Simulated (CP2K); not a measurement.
**Sn under changes of volume**

One of the cells (33.803 Å³/atom); the others are scaled copies at fixed shape and fractional positions:

```
Sn
1.0
     4.57264    0.00000    0.00000
     2.28632    3.96002    0.00000
     2.28632    1.32001    3.73354
Sn
2
Direct
  0.75000 0.75000 0.75000
  0.50000 0.50000 0.50000
```

This isn't the form of Sn at room conditions, which is tetragonal (white tin).

* Program: CP2K 2026.2
* Functional: PBEsol
* Potentials or basis: POTENTIAL_UZH Sn GTH-PBE-q4; TZVP-MOLOPT-PBE-GTH basis
* Density cutoff: 6123 eV
* k mesh: 7 × 7 × 7
* Occupations: fermi-dirac, width 0.0259 eV
* Spin: no spin polarisation

| volume (Å³/atom) | energy over the lowest point (meV/atom) | pressure (GPa) |
| --- | --- | --- |
| 31.775 | 100.22 | 7.5 |
| 32.451 | 71.46 | 6.2 |
| 33.127 | ? | ? |
| 33.803 | 29.80 | 3.8 |
| 34.479 | 15.92 | 2.8 |
| 35.155 | 6.12 | 1.9 |
| 35.831 | 0.00 | 1.1 |

Task: What does the run at 33.127 Å³/atom give?

Result: Energy over the lowest point 48.17 meV/atom; pressure 4.9 GPa.

Worked out: A Birch-Murnaghan fit of order 3 (a polynomial in V^(-2/3)) to the other rows has its minimum at 36.78 Å³/atom, just outside them, with B0 = V·E''(V) = 38 GPa and B' = 4.2. It gives 48.16 meV/atom at 33.127 Å³/atom, against the run's 48.17, and -dE/dV = 4.9 GPa, against 4.9.

Energies are extrapolated to zero smearing.

Caveats: the potentials were made for another functional, which shifts forces and pressure; the basis of atomic orbitals isn't converged, which shifts pressures, moduli and gaps.
